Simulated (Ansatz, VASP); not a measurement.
**One calculation of Sn3Te, two programs**

```xyz
4
Lattice="4.8668 0.0000 0.0000 0.0000 4.8668 0.0000 0.0000 0.0000 4.8668" Properties=species:S:1:pos:R:3 pbc="T T T"
Sn    2.4334    2.4334    0.0000
Sn    2.4334    0.0000    2.4334
Sn    0.0000    2.4334    2.4334
Te    0.0000    0.0000    0.0000
```

Alike in both runs: task single point; functional PBEsol; k mesh 10 × 10 × 10; occupations gaussian, width 0.1 eV; no spin polarisation.

|  | VASP | Ansatz |
| --- | --- | --- |
| version | VASP 6.6.1 | Ansatz 0.2.0 |
| potentials or method | VASP PAW PBE potentials, release 64 (Sn_d, Te) | scalar-relativistic, plane waves, PAW |
| plane-wave cutoff (eV) | 520 | 420 |
| valence electrons in the cell | 48 | 58 |

|  | VASP | Ansatz | Ansatz less VASP |
| --- | --- | --- | --- |
| gap on the k mesh at the Fermi level (eV) | none | none | - |
| pressure (GPa) | -2.5 | -2.4 | +0.04 |

A gap of «none» marks a metal or a gap that the smearing closes. The functional is the same, so the differences come from potentials, cutoffs and numerics. The two sets of potentials don't hold the same shells in valence.

Caveats: the PAW data sets were made with another functional, which shifts forces and pressure a little (VASP). Spin-orbit coupling is left out, which matters for the levels of Te.
